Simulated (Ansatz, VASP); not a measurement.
# NaI: VASP beside Ansatz, part 2 of 2

One calculation is typed for both programs; each brings its own data sets and cutoff. How far apart do they land? The cell is taken from a series of VASP runs on this material, whose earlier steps may have relaxed, scaled or displaced it; both programs get it as it stands. Other levels of theory on this material are compared in a session of their own.

VASP 6.6.1 and Ansatz 0.2.0.

So far. Step 2 (VASP: band structure, LDA, spin-orbit coupling): The run ends at a pressure of -1.61 GPa.

## Step 3: Ansatz: band structure, LDA, spin-orbit coupling

Level of this step: Ansatz beside VASP: Kohn-Sham DFT, plane waves, LDA, spin-orbit coupling (Ansatz).

Ansatz runs on its fully relativistic PAW (standard-fr) files.

The same cell, functional (in two slightly different forms), mesh and smearing now go to Ansatz, which takes its cutoff from its data sets.

input.yaml reads:

```yaml
crystal:
  lattice:
    - [0.0, 3.2364, 3.2364]
    - [3.2364, 0.0, 3.2364]
    - [3.2364, 3.2364, 0.0]
  atoms:
    - { symbol: I, position: [0.5, 0.5, 0.5] }
    - { symbol: Na, position: [0.0, 0.0, 0.0] }
hamiltonian:
  xc: lda
  pseudopotentials: { kind: paw_fr }
magnetization:
  noncollinear: true
  spin_orbit: true
kpoints:
  mp_grid: { grid: [6, 6, 6] }
  band_path:
    path:
      - [0.0, 0.0, 0.0]
      - [0.16667, 0.0, 0.16667]
      - [0.33333, 0.0, 0.33333]
      - [0.5, 0.0, 0.5]
      - [0.5, 0.08333, 0.58333]
      - [0.5, 0.19444, 0.69444]
      - [0.5, 0.25, 0.75]
      - [0.45833, 0.29167, 0.75]
      - [0.40278, 0.34722, 0.75]
      - [0.375, 0.375, 0.75]
      - [0.20833, 0.20833, 0.41667]
      - [0.08333, 0.08333, 0.16667]
      - [0.0, 0.0, 0.0]
      - [0.22222, 0.22222, 0.22222]
      - [0.38889, 0.38889, 0.38889]
      - [0.51389, 0.47222, 0.51389]
      - [0.55556, 0.38889, 0.55556]
      - [0.61111, 0.27778, 0.61111]
      - [0.61111, 0.25, 0.63889]
      - [0.56944, 0.25, 0.68056]
      - [0.51389, 0.25, 0.73611]
      - [0.5, 0.27778, 0.72222]
      - [0.5, 0.38889, 0.61111]
      - [0.5, 0.47222, 0.52778]
      - [0.48611, 0.48611, 0.52778]
      - [0.43056, 0.43056, 0.63889]
      - [0.38889, 0.38889, 0.72222]
      - [0.59722, 0.19444, 0.59722]
      - [0.55556, 0.11111, 0.55556]
      - [0.5, 0.0, 0.5]
    npoints: 1
scf:
  occupations: { method: gaussian, width: 0.03 }
  n_extra_bands: 14
output:
  forces: true
  stress: true
  eigenvalues: true
```

Launch:

```console
> ansatz run input.yaml --threads 2 --pin off --max-ram 4608MiB --backend cpu --events-out ev --progress --plain --runs-dir out
```

Numbers of over 12 decimals in the logs are rounded to 6 here.

Log:

```text
scf.n_extra_bands = 14 over 26 filled bands (N_el = 26.0): the run solves 40 bands
Engine: ansatz 0.2.0, aarch64-unknown-linux-gnu
Pseudopotentials: kind: paw_fr
Pseudopotential: I, paw_fr, valence charge 17, recommended cutoff 420 eV (normal), I.paw.azcp#standard-fr
Pseudopotential: Na, paw_fr, valence charge 9, recommended cutoff 420 eV (normal), Na.paw.azcp#standard-fr
Functional definition: SPW92
  exchange = slater_x
  correlation = pw_c
non-collinear run that drives no moment, with spin-orbit: no starting moment large enough to seed its density (crystal.atoms[].spin), no starting occupations that ask for one, no magnetisation constraint and no magnetic field, so the semilocal B_xc is pinned to zero
Crystal: 2 atoms, lattice volume = 67.798 Å³
Basis set: ecut = 420 eV, 1363 PW (Γ)
Bands: 40, of which v1, the nominal top of the filled ones, is band 26 counted from 1 (25 counted from 0)
Symmetry: 48 space group operations + 48 with time reversal
Magnetic group: BNS 225.117 (UNI 1619), of the structure as read, at distance tolerance 4.1e-5 Å
k-points: 16 of 216
Projection manifold: j_resolved (fully-relativistic pseudo-atomic orbitals)
Non-local potential: I, projectors of the file, l = 0: 2, l = 1: 4, l = 2: 4, l = 3: 4
Non-local potential: Na, projectors of the file, l = 0: 3, l = 1: 4, l = 2: 2
PAW form: soft (Blöchl's): semilocal exchange-correlation on the pseudo side does not see the compensation charge
PAW frozen core: I, regenerated for the run's functional, and the local potential with it (the file was generated under x = pbe(κ = 0.804, μ = 0.219515), c = pbe(β = 0.066725))
PAW frozen core: Na, regenerated for the run's functional, and the local potential with it (the file was generated under x = pbe(κ = 0.804, μ = 0.219515), c = pbe(β = 0.066725))
PAW one-centre angular grid: I, 590 points (default); XC on 64 Gauss nodes
PAW one-centre angular grid: Na, 110 points (default); XC on 64 Gauss nodes
Initial density: superposition of atomic densities (chi_scale 0.1, normalization cell, long waves kept (reshape's long-wave potential 0.00 eV rms))
Initial wavefunctions: pseudopotential atomic-orbital guess
Functional: x = slater, c = lda
SCF iter   1: F=—  HF=-8828.975056 eV  |F-HF|=—  |Δ(HF+E_count)|=         —  Δρ=5.31e-2  dr2=2.06e0  dr2_m=0.00e0 (ungated)  ethr=3.10e-3  |M|=0.00e0 ∫|m|=0.00e0 μB  |m|>n=0.0e0 m-floor=0.0e0 τ_xc=0.0e0  β_m=0.30  ⟨swp⟩=10.0  Hψ=1945  notcnv=0  defer=38
preconditioner: auto → none  [insulator: Δε(μ)=2.013 eV  Ē_g=11.573 eV  σ=0.030 eV  W_gap=1.00  n_scr=14 (ndim 8)  ℏωp=12.8 eV  f_vac=0.008  D(μ)=0.00/eV (n_scr^D=0)  ε∞_Penn≈2.2]
SCF iter   2: F=—  HF=-8828.132784 eV  |F-HF|=—  |Δ(HF+E_count)|=   8.42e-1  Δρ=2.55e-2  dr2=4.52e-1  dr2_m=0.00e0 (ungated)  ethr=3.10e-3  |M|=0.00e0 ∫|m|=0.00e0 μB  |m|>n=0.0e0 m-floor=0.0e0 τ_xc=0.0e0  β_m=0.42  ⟨swp⟩=3.0  Hψ=598  notcnv=0  defer=120
SCF iter   3: F=—  HF=-8827.914418 eV  |F-HF|=—  |Δ(HF+E_count)|=   2.18e-1  Δρ=5.35e-3  dr2=1.98e-2  dr2_m=0.00e0 (ungated)  ethr=1.74e-3  |M|=0.00e0 ∫|m|=0.00e0 μB  |m|>n=0.0e0 m-floor=0.0e0 τ_xc=0.0e0  β_m=0.60  ⟨swp⟩=3.0  Hψ=488  notcnv=0  defer=120
SCF iter   4: F=—  HF=-8827.905836 eV  |F-HF|=—  |Δ(HF+E_count)|=   8.58e-3  Δρ=1.09e-3  dr2=8.70e-4  dr2_m=0.00e0 (ungated)  ethr=7.61e-5  |M|=0.00e0 ∫|m|=0.00e0 μB  |m|>n=0.0e0 m-floor=0.0e0 τ_xc=0.0e0  β_m=0.58  ⟨swp⟩=2.9  Hψ=562  notcnv=0  defer=120
SCF iter   5: F=—  HF=-8827.905707 eV  |F-HF|=—  |Δ(HF+E_count)|=   1.29e-4  Δρ=2.08e-4  dr2=2.00e-5  dr2_m=0.00e0 (ungated)  ethr=3.35e-6  |M|=0.00e0 ∫|m|=0.00e0 μB  |m|>n=0.0e0 m-floor=0.0e0 τ_xc=0.0e0  β_m=0.79  ⟨swp⟩=2.0  Hψ=372  notcnv=0  defer=120
SCF iter   6: F=—  HF=-8827.905710 eV  |F-HF|=—  |Δ(HF+E_count)|=   2.44e-6  Δρ=1.31e-5  dr2=1.98e-7  dr2_m=0.00e0 (ungated)  ethr=7.67e-8  |M|=0.00e0 ∫|m|=0.00e0 μB  |m|>n=0.0e0 m-floor=0.0e0 τ_xc=0.0e0  β_m=0.79  ⟨swp⟩=2.4  Hψ=410  notcnv=0  defer=120
SCF iter   7: F=-8827.905710 eV  HF=-8827.905710 eV  |F-HF|=8.79e-10  |Δ(HF+E_count)|=   5.97e-8  Δρ=2.22e-6  dr2=3.13e-9  dr2_m=0.00e0 (ungated)  ethr=3.85e-10  |M|=0.00e0 ∫|m|=0.00e0 μB  |m|>n=0.0e0 m-floor=0.0e0 τ_xc=0.0e0  ⟨swp⟩=12.9  Hψ=1833  notcnv=0
SCF 1 converged in 7 iterations: F = -8827.905710 eV  dr2 = 3.13e-9
  greatest PAW one-centre occupation: 0.999 electrons in one spin orbital (limit 2), on the Na atom at site 1 (counted from 0), in its partial waves of l = 0
NSCF: frozen V_eff on 30 k-points
SCF converged after 7 iterations
Magnetization: |M| = 0.0000 μB,  M = (+0.0000, +0.0000, +0.0000) μB
Absolute magnetization: 0.0000 μB (∫|m|)
  site 0: m = (+0.0000, +0.0000, +0.0000) μB, |m| = 0.0000 μB  (R = 1.34 Å)
  site 1: m = (+0.0000, +0.0000, +0.0000) μB, |m| = 0.0000 μB  (R = 1.34 Å)
Free energy (F): -8827.905710 eV
Harris-Foulkes:  -8827.905710 eV  (|F-HF|=8.79e-10)
Internal energy: -8827.905710 eV  (E = F + TS)
E sigma→0 (E₀):  -8827.905710 eV
Fermi energy:    4.617102 eV
--- Per-component energies (eV) ---
  E_band       = -619.453062
  E_kinetic    = 310.719892
  E_local      = -3357.021559  (includes V_loc(G=0)·N_el)
  E_nonlocal   = 32.158687
  E_hartree    = 1517.509349
  E_xc         = -165.568125
  E_vxc        = -178.412826  (∫ρ·V_xc dr)
  E_paw        = -4908.783223  (= ΣΔE_a)
  E_vpaw       = -461.918416  (= ΣTr[D̂ρ^β])
  E_aug_tail   = 0.000050  (compensation charges beyond the density's cutoff)
  E_ewald      = -2257.850118
  E_core_change = 0.929338  (= ΣΔE_core)
  E_smearing   = -0.000000  (= −TS)
  E_closure    = 0.000000  (closes the sum)
  Σ components = -8827.905710   (vs F -8827.905710, Δ=0.00e0)
--- Forces (eV/Å), atoms counted from 1 ---
  atom   1  I      0.00000000    -0.00000000    -0.00000000
  atom   2  Na     0.00000000    -0.00000000     0.00000000
  max |Σ_I F_I| component: 9.52e-29 eV/Å
--- Stress (GPa, compression-positive) ---
       -1.606483       0.000000       0.000000
        0.000000      -1.606483       0.000000
       -0.000000      -0.000000      -1.606483
  P = ⅓ Tr σ = -1.6065 GPa (-16.065 kbar)
--- Band table (eV; the first three rows and the last of 16) ---
  k-point 0: bands = [... 22 lower, 3.1236, 3.1236, 3.1236, 3.1236, 6.1104, 6.1104, 10.6004, 10.6004, ... 10 higher]
  k-point 1: bands = [... 22 lower, 2.6312, 2.6312, 3.0414, 3.0414, 6.9562, 6.9562, 10.0809, 10.0809, ... 10 higher]
  k-point 2: bands = [... 22 lower, 2.2860, 2.2860, 2.8892, 2.8892, 7.6373, 7.6373, 10.3371, 10.3371, ... 10 higher]
  k-point 15: bands = [... 22 lower, 1.6425, 1.6425, 2.0458, 2.0458, 7.9235, 7.9235, 9.1213, 9.1213, ... 10 higher]
```

Elapsed: 15 s, on 2 threads of Arm Neoverse N1, shared host; peak memory 0.46 GiB; 30 s of CPU time.

## Step 4: Differences

Known differences besides the potentials themselves: spin-orbit coupling enters by fully relativistic files in Ansatz and inside the spheres in VASP; the two LDA forms differ slightly; the data sets hold 26 valence electrons in Ansatz (fully relativistic PAW (standard-fr) files) and 14 in VASP; the cutoff is 420 eV in Ansatz and 350 eV in VASP; VASP's log shows a relativistic correction to its local exchange, Ansatz's none. Total energies have different zeros and are not compared.

Compared:

```csv
quantity,Ansatz,VASP,difference
pressure (GPa),-1.61,-1.61,+0.01
gap over the path points (eV),2.987,3.003,-0.016
```

Levels at points of the path, from each program's valence-band top (eV; 6 filled, then empty):

```csv
k (reciprocal lattice),Ansatz,VASP
0.000 0.000 0.000,-1.12 -1.12 0.00 0.00 0.00 0.00 2.99 2.99 7.48 7.48 7.48 7.48,-1.07 -1.07 0.00 0.00 0.00 0.00 3.00 3.00 7.44 7.44 7.44 7.44
0.167 0.000 0.167,-1.51 -1.51 -0.58 -0.58 -0.24 -0.24 4.12 4.12 6.45 6.45 7.54 7.54,-1.47 -1.47 -0.58 -0.58 -0.24 -0.24 4.14 4.14 6.42 6.42 7.51 7.51
0.333 0.000 0.333,-2.20 -2.20 -1.12 -1.12 -0.64 -0.64 4.48 4.48 5.41 5.41 7.63 7.63,-2.18 -2.18 -1.11 -1.11 -0.64 -0.64 4.48 4.48 5.39 5.39 7.64 7.64
0.500 0.000 0.500,-2.47 -2.47 -1.31 -1.31 -0.82 -0.82 3.92 3.92 5.05 5.05 9.19 9.19,-2.45 -2.45 -1.30 -1.30 -0.82 -0.82 3.92 3.92 5.03 5.03 9.21 9.21
0.500 0.083 0.583,-2.43 -2.43 -1.36 -1.36 -0.90 -0.90 4.17 4.17 5.30 5.30 8.85 8.85,-2.40 -2.40 -1.35 -1.35 -0.91 -0.91 4.17 4.17 5.29 5.29 8.86 8.86
0.500 0.194 0.694,-2.29 -2.29 -1.52 -1.52 -1.12 -1.12 5.03 5.03 6.30 6.30 7.65 7.65,-2.26 -2.26 -1.51 -1.51 -1.13 -1.13 5.02 5.02 6.29 6.29 7.63 7.63
0.500 0.250 0.750,-2.26 -2.26 -1.55 -1.55 -1.17 -1.17 5.27 5.27 6.89 6.89 7.07 7.07,-2.23 -2.23 -1.55 -1.55 -1.17 -1.17 5.27 5.27 6.89 6.89 7.05 7.05
0.458 0.292 0.750,-2.28 -2.28 -1.56 -1.56 -1.08 -1.08 5.12 5.12 6.46 6.46 7.50 7.50,-2.25 -2.25 -1.57 -1.57 -1.08 -1.08 5.12 5.12 6.45 6.45 7.49 7.49
0.403 0.347 0.750,-2.32 -2.32 -1.61 -1.61 -0.89 -0.89 4.73 4.73 6.19 6.19 8.05 8.05,-2.29 -2.29 -1.61 -1.61 -0.89 -0.89 4.72 4.72 6.18 6.18 8.04 8.04
0.375 0.375 0.750,-2.32 -2.32 -1.62 -1.62 -0.86 -0.86 4.66 4.66 6.17 6.17 8.13 8.13,-2.30 -2.30 -1.62 -1.62 -0.85 -0.85 4.65 4.65 6.16 6.16 8.13 8.13
```

Among the levels compared at these points, filled levels agree within 44 meV and empty ones within 41 meV. Ansatz's pressure holds a Pulay correction of 0.02 GPa; VASP's holds none.

## Step 5: Outcome

| Property | Result |
| --- | --- |
| difference in gap over the path points (band structure, LDA, spin-orbit coupling) | -0.016 eV |

The difference in gap over the path points is -0.016 eV (band structure, LDA, spin-orbit coupling), within the 0.08 eV picked in this series as the mark of a large difference. 5 further runs of this series are not shown here. Such differences can come from data sets, numerical settings and the points named under the comparisons, not from the functional's error against experiment.

[Lines on the potential files, build, host, timing and source positions are cut from VASP's logs without a mark.]

[Logs are printed without paths, hosts, clocks, repeated set-up lines and the standing remarks that a program may print on its own settings, such as how far it seeks lower states.]

[Hosts, paths, dates, database ids (printed as entryN), source tags and the programs' standing remarks are cut or masked in the printed files.]
